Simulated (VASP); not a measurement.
A run of VASP 6.6.1 is set up as follows.

File INCAR:

```
PREC = Accurate
ENCUT = 500
EDIFF = 1E-6
ISMEAR = 0
SIGMA = 0.05
LREAL = False
LASPH = True
NELM = 120
ALGO = Normal
ISIF = 2
LWAVE = False
LCHARG = False
GGA = PS
NBANDS = 15
GGA_COMPAT = False
```

The input KPOINTS:

```
regular mesh
0
Gamma
  8 8 8
```

Contents of POSCAR:

```
BaS
1.0
    0.0000000000      3.1937500000      3.1937500000
    3.1937500000      0.0000000000      3.1937500000
    3.1937500000      3.1937500000      0.0000000000
Ba S
1 1
Direct
    0.0000000000      0.0000000000      0.0000000000
    0.5000000000      0.5000000000      0.5000000000
```

Potentials or basis: VASP PAW PBE potentials, release 64 (Ba_sv, S).

Command:

```console
$ cat potpaw_PBE.64/Ba_sv/POTCAR potpaw_PBE.64/S/POTCAR > POTCAR
$ mpirun -np 1 vasp_std > vasp.out
```

(1) What does it give for the band gap on the k mesh?

(2) Predict the pressure.

Answers

(1) 1.98 eV, indirect (least direct gap 2.12 eV).

(2) -0.5 GPa.

Caveat: the PAW data sets were made with another functional, which shifts forces and pressure a little; spin-orbit coupling is left out, which moves the levels of the heavy elements.

**Experimental background.**

From a printed reference work, monograph, original work of 1988, for a bulk crystal of BaS at 2 K: band gap 3.806 eV (indirect).

Against the measured gap of BaS, 3.806 eV (indirect; 2 K; a printed reference work, monograph, original work of 1988), the calculated 1.98 eV is off by -1.82 eV. Spin-orbit coupling on Ba is left out. The value is that of PBEsol on a finite k mesh, which can miss the band edges, without temperature or zero-point motion. Semilocal functionals fall short of measured gaps as a rule.
